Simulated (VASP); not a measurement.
# K: intraband terms of a metal's spectrum

K, Pm-3m (no. 221), 1 atom in the cell. PBE, independent-particle dielectric function; PAW potentials K_sv (PBE set).

## Input

INCAR.step1:
```
PREC = Accurate
ENCUT = 300
ISMEAR = 1
SIGMA = 0.1
EDIFF = 1E-7
LASPH = True
KPAR = 4
LWAVE = False
LCHARG = True
LMAXMIX = 4
```

INCAR.step2:
```
PREC = Accurate
ENCUT = 300
ISMEAR = 0
SIGMA = 0.3
EDIFF = 1E-6
LASPH = True
KPAR = 4
LWAVE = True
LCHARG = False
LMAXMIX = 4
ICHARG = 11
NBANDS = 18
NEDOS = 3000
OMEGAMAX = 30
CSHIFT = 0.1
```

INCAR.step3, as INCAR.step2 but for:
```
- LWAVE = True
+ LWAVE = False
+ LOPTICS = True
+ ALGO = None
+ NELM = 1
+ ISTART = 1
```

INCAR.step4, as INCAR.step3 but for:
```
+ WPLASMAI = 0.03
```

INCAR.step5 to INCAR.step6 change the same tag again: WPLASMAI = 0.1, 0.3.

INCAR.step7, as INCAR.step6 but for:
```
- WPLASMAI = 0.3
+ RTIME = 20
```

INCAR.step8, as INCAR.step7 but for:
```
- RTIME = 20
+ RTIME = 5
```

INCAR.step9, as INCAR.step8 but for:
```
- RTIME = 5
+ LNABLA = True
```

INCAR.step10, as INCAR.step9 but for:
```
- ISMEAR = 0
- LNABLA = True
+ ISMEAR = -5
```

KPOINTS.step1:
```
k-points
0
Gamma
  6 6 6
```

KPOINTS.step2:
```
k-points
0
Gamma
  16 16 16
```

POSCAR:
```
K
1.0
    4.3104394900      0.0000000000      0.0000000000
    0.0000000000      4.3104394900      0.0000000000
    0.0000000000      0.0000000000      4.3104394900
K
1
Direct
    0.0000000000      0.0000000000      0.0000000000
```

Commands (each step's output is kept before the next begins):
```
cat potpaw_PBE.64/K_sv/POTCAR > POTCAR
cp INCAR.step1 INCAR
cp KPOINTS.step1 KPOINTS
mpirun -np 4 vasp_std > vasp.out
cp INCAR.step2 INCAR
cp KPOINTS.step2 KPOINTS
mpirun -np 4 vasp_std > vasp.out
cp INCAR.step3 INCAR
mpirun -np 4 vasp_std > vasp.out
cp INCAR.step4 INCAR
mpirun -np 4 vasp_std > vasp.out
cp INCAR.step5 INCAR
mpirun -np 4 vasp_std > vasp.out
cp INCAR.step6 INCAR
mpirun -np 4 vasp_std > vasp.out
cp INCAR.step7 INCAR
mpirun -np 4 vasp_std > vasp.out
cp INCAR.step8 INCAR
mpirun -np 4 vasp_std > vasp.out
cp INCAR.step9 INCAR
mpirun -np 4 vasp_std > vasp.out
cp INCAR.step10 INCAR
mpirun -np 4 vasp_std > vasp.out
```

## Result

- Bands: 18

One ground state, settings moved in the last step alone:

| Settings | Plasma frequency (eV) | Im ε at 0.5 eV | Im ε at 1 eV | Im ε at 2 eV | Im ε at 4 eV | Time (s) |
|---|---|---|---|---|---|---|
| interband part alone | 3.72 | 10.7 | 1.1 | 0.2 | 0.1 | 14 |
| Drude term, WPLASMAI 0.03 | 3.72 | 14.0 | 1.5 | 0.2 | 0.2 | 14 |
| Drude term, WPLASMAI 0.1 | 3.72 | 21.3 | 2.5 | 0.4 | 0.2 | 19 |
| Drude term, WPLASMAI 0.3 | 3.72 | 35.1 | 4.9 | 0.7 | 0.2 | 14 |
| relaxation time RTIME 20 fs | 3.72 | 14.3 | 1.5 | 0.2 | 0.2 | 14 |
| relaxation time RTIME 5 fs | 3.72 | 24.3 | 2.9 | 0.4 | 0.2 | 14 |
| transversal form (LNABLA) | 3.71 | 10.7 | 1.1 | 0.2 | 0.1 | 14 |
| tetrahedron method | – | – | – | – | – | no result |

VASP 6.6.1 took 142 s on 4 cores (AMD EPYC 7R43 (Zen 3)), a shared host.
